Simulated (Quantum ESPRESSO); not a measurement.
CuO: single point with PBE

Crystal: CuO.

```
Cu O
1.0
     3.17953    0.00000    0.00000
    -1.58977    2.75356    0.00000
     0.00000    0.00000    4.43149
Cu O
2 2
Direct
  0.00000 0.00000 0.00000
  0.00000 0.00000 0.50000
  0.33333 0.66667 0.25000
  0.66667 0.33333 0.75000
```

Measurements of this composition are mostly on another form, of space group No. 15.

```
Program             : Quantum ESPRESSO 7.5
Task                : single point
Functional          : PBE
Potentials or basis : SSSP 1.3 efficiency PBE
Cutoff              : 748 eV
Density cutoff      : 5987 eV
k mesh              : 10 × 10 × 6
Occupations         : fermi-dirac, width 0.05 eV
Spin                : no spin polarisation
Mixing beta         : 0.5
Most SCF iterations : 120
SCF threshold       : 8e-10 Ry
```

```
Pressure               : 5.9 GPa
Band gap on the k mesh : none (metal or under the smearing width)
```

Stress tensor (GPa, compression positive):
```
-9.88  0.00  0.00
 0.00 -9.88  0.00
 0.00  0.00 37.50
```

Levels at points of the mesh, in eV from the Fermi level:
| k point | band 15 | band 16 | band 17 | band 18 | band 19 | band 20 |
| --- | --- | --- | --- | --- | --- | --- |
| (0.00, 0.00, 0.00) | -1.44 | -0.12 | 0.60 | 0.60 | 1.38 | 5.03 |
| (0.00, 0.00, -0.50) | -0.15 | -0.15 | -0.15 | -0.15 | 4.14 | 4.14 |
| (0.00, -0.50, 0.00) | -1.46 | -1.22 | 0.36 | 0.48 | 6.64 | 6.73 |
| (0.00, -0.50, -0.50) | -0.55 | -0.55 | -0.54 | -0.54 | 5.87 | 5.87 |

Wall time 48 s on 1 thread of Intel(R) Xeon(R) Processor @ 2.70GHz, on a shared host, peak memory 0.23 GiB.

Caveat: the run has no spin polarisation, though such a crystal can be magnetic; semilocal functionals often make such compounds metallic where correlation or magnetic order opens a gap, which also shifts bond lengths. With open d or f shells a metallic result of PBE can be an artefact of self-interaction; +U or a hybrid may open a gap.
